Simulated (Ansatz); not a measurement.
## CoSi$_{2}$, one cell by several methods

```xyz
3
Lattice="0.0000 2.6825 2.6825 2.6825 0.0000 2.6825 2.6825 2.6825 0.0000" Properties=species:S:1:pos:R:3 pbc="T T T"
Co    0.0000    0.0000    0.0000
Si    1.3413    1.3413    1.3413
Si    4.0237    4.0237    4.0237
```

Atom numbers follow the list: Co1, Si2, Si3.

The geometry is COD entry 1008148, unchecked; take it as a test cell.

Levels of theory: DFT, PBEsol, PAW with Ansatz's default frozen-core files, scalar-relativistic (Ansatz 0.2.0); DFT, PBEsol, all-electron PAW with datasets made for the crystal, scalar-relativistic (Ansatz 0.2.0); DFT, PBEsol, all-electron LAPW, scalar-relativistic (Ansatz 0.2.0).

For PAW: a Γ-centred 11×11×11 k mesh, Fermi–Dirac smearing of 0.05 eV, cutoff 420 eV, spin-polarised from start moments Co1 2 μB (the moments died away, and the run ended non-magnetic); the PAW files were made with PBE, and the program remakes their frozen cores for this functional. The crystal-made all-electron datasets (AE datasets) take a cutoff of 320 eV at this cell. LAPW targets a basis error of 1 meV/atom. The Ansatz runs share mesh, smearing and spin set-up. Plane-wave (PAW) pressures include the program's estimate of the Pulay term.

Stress and pressure are positive in compression.

Levels count from the Fermi level.

```tsv
quantity	PAW	AE datasets	LAPW
pressure (GPa)	-5.43	-5.39	-5.39
highest filled level at X (eV)	-1.313	-1.313	-1.313
lowest empty level at X (eV)	1.583	1.581	1.581
highest filled level at L (eV)	-0.471	-0.471	-0.471
lowest empty level at L (eV)	2.631	2.629	2.629
```
